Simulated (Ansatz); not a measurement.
A plane-wave DFT run in Ansatz 0.2.0 (scalar-relativistic PAW potentials unless the input names others): input and command.

```yaml
crystal:
  lattice:
    - [3.6246970237, 0.0, 0.0]
    - [0.0, -3.6246970237, 0.0]
    - [0.0, 0.0, -3.6246970237]
  atoms:
    - { symbol: B, position: [0.0, 0.0, 0.0] }
    - { symbol: B, position: [0.5, 0.5, 0.0] }
    - { symbol: B, position: [0.5, 0.0, 0.5] }
    - { symbol: B, position: [0.0, 0.5, 0.5] }
    - { symbol: "N", position: [0.8216770586, 0.6783229414, 0.6783229414] }
    - { symbol: "N", position: [0.25, 0.25, 0.75] }
    - { symbol: "N", position: [0.25, 0.75, 0.25] }
    - { symbol: "N", position: [0.75, 0.25, 0.25] }
basis:
  ecutwfc: 420
kpoints:
  mp_grid: { grid: [6, 6, 6], shift: [0.5, 0.5, 0.5] }
hamiltonian:
  xc: pbe
scf:
  occupations: { method: gaussian, width: 0.05 }
output:
  forces: true
  eigenvalues: true
  stress: true
```

```bash
ansatz run input.yaml --threads 1 --pin off --max-ram 2560MiB --backend cpu --events-out ev --progress --plain --runs-dir out
```

Abridged log:
```
Basis set: ecut = 420 eV, 925 PW (Γ), exchange–correlation on 50×50×50 points (8 copies of the dense FFT grid, shifted against one another)
Bands: 24, of which v1, the nominal top of the filled ones, is band 16 counted from 1 (15 counted from 0)
Symmetry: 6 space group operations
k-points: 28 of 216 (time reversal used)
SCF iter   1: F=—  HF=-2163.090732 eV  |F-HF|=—  |Δ(HF+E_count)|=         —  Δρ=7.71e-3  dr2=2.35e-2  ethr=1.77e-3  ⟨swp⟩=6.2  Hψ=3353  notcnv=0  defer=6
SCF iter   2: F=—  HF=-2163.088526 eV  |F-HF|=—  |Δ(HF+E_count)|=   2.21e-3  Δρ=3.53e-3  dr2=4.21e-3  ethr=7.34e-5  ⟨swp⟩=2.2  Hψ=1246  notcnv=0  defer=24
SCF iter   3: F=—  HF=-2163.088184 eV  |F-HF|=—  |Δ(HF+E_count)|=   3.43e-4  Δρ=7.26e-4  dr2=1.55e-4  ethr=1.31e-5  ⟨swp⟩=2.0  Hψ=928  notcnv=0  defer=4
automatic band count: iteration 3 solves 23 bands in place of 24: the levels show a gap, and the empty bands left out lie too high to hold charge; the band table lists the bands solved (type scf.n_extra_bands for more)
SCF iter   4: F=—  HF=-2163.088189 eV  |F-HF|=—  |Δ(HF+E_count)|=   5.52e-6  Δρ=2.17e-4  dr2=1.41e-5  ethr=4.84e-7  ⟨swp⟩=2.2  Hψ=944  notcnv=0  defer=4
SCF iter   5: F=—  HF=-2163.088207 eV  |F-HF|=—  |Δ(HF+E_count)|=   1.74e-5  Δρ=4.78e-5  dr2=6.92e-7  ethr=4.40e-8  ⟨swp⟩=2.4  Hψ=966  notcnv=0  defer=4
SCF iter   6: F=-2163.088207 eV  HF=-2163.088207 eV  |F-HF|=5.51e-8  |Δ(HF+E_count)|=   4.58e-7  Δρ=1.65e-5  dr2=9.50e-8  ethr=3.13e-10  ⟨swp⟩=8.0  Hψ=2937  notcnv=0
SCF 1 converged in 6 iterations: F = -2163.088207 eV  dr2 = 9.50e-8
SCF converged after 6 iterations
Free energy (F): -2163.088207 eV
Harris-Foulkes:  -2163.088207 eV  (|F-HF|=5.51e-8)
Internal energy: -2163.088207 eV  (E = F + TS)
E sigma→0 (E₀):  -2163.088207 eV
Fermi energy:    13.315074 eV
--- Forces (eV/Å), atoms counted from 1 ---
  atom   1  B      1.16821247     0.82474011     0.82474011
  atom   2  B      0.82474011     1.16821247     0.82474011
  atom   3  B      0.82474011     0.82474011     1.16821247
  atom   4  B     14.72433408    14.72433408    14.72433408
  atom   5  N    -20.98147169   -20.98147169   -20.98147169
  atom   6  N      1.99743999     1.99743999    -0.55548199
  atom   7  N      1.99743999    -0.55548199     1.99743999
  atom   8  N     -0.55548199     1.99743999     1.99743999
--- Stress (GPa, compression-positive) ---
       32.360995      26.223581      26.223581
       26.223581      32.360995      26.223581
       26.223581      26.223581      32.360995
  P = ⅓ Tr σ = 32.3610 GPa (323.610 kbar)
```

Apart from outputs and empty bands, the input differs from a reference run on usual settings in kpoints.mp_grid.shift: not typed → [0.5, 0.5, 0.5]. The reference, at the same geometry (not necessarily relaxed), gave pressure 32.36 GPa, largest force 36.341 eV/Å, gap on the mesh 3.67 eV. This run converged in 6 SCF iterations (reference: 6) with an energy at zero smearing 0.01 meV/atom above the reference's, pressure 32.36 GPa, largest force 36.341 eV/Å, gap on the mesh 4.12 eV.

Time: 3.2 s on 1 thread of Arm Neoverse V2 (shared host), peak memory 0.3 GiB.